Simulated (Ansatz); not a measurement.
Runs of Ansatz 0.2.0 on K. Symmetry: Pm-3m, No. 221, cubic system. The conventional cell has a = 4.310 Å, b = 4.310 Å, c = 4.310 Å, α = 90.00°, β = 90.00°, γ = 90.00°. K (site symmetry m-3m) is surrounded by 6 K at 4.31 Å. This isn't the form of K at room conditions, which is bcc.

```csv
level,gap on the mesh (eV),pressure (GPa),relaxed volume (Å³/atom)
PBEsol+D3(BJ)-ATM,none,0.0,69.72
PBEsol,none,0.0,75.54
PBEsol+D4,none,0.0,(a)
PBEsol+D3(BJ),none,0.0,69.42
```

Alike in all rows: task relaxation of cell and atoms; potentials or basis Ansatz PAW; no spin polarisation; cell relaxed; k mesh 6 × 6 × 6; cutoff (eV) 420; smearing fermi-dirac 0.05 eV.

**Question.** Estimate the missing entries.

**Answer.** (a) 73.79.

Caveats: the plane-wave basis is chosen anew once the cell has moved, so the energies of steps on either side of that aren't comparable; the PAW data sets come from PBE, with cores solved anew for the run's functional, which leaves a small shift of forces and pressure; pairwise dispersion overbinds metals, which lowers pressure and volume (some runs).

A gap of «none» marks a metal or a gap under the smearing width.
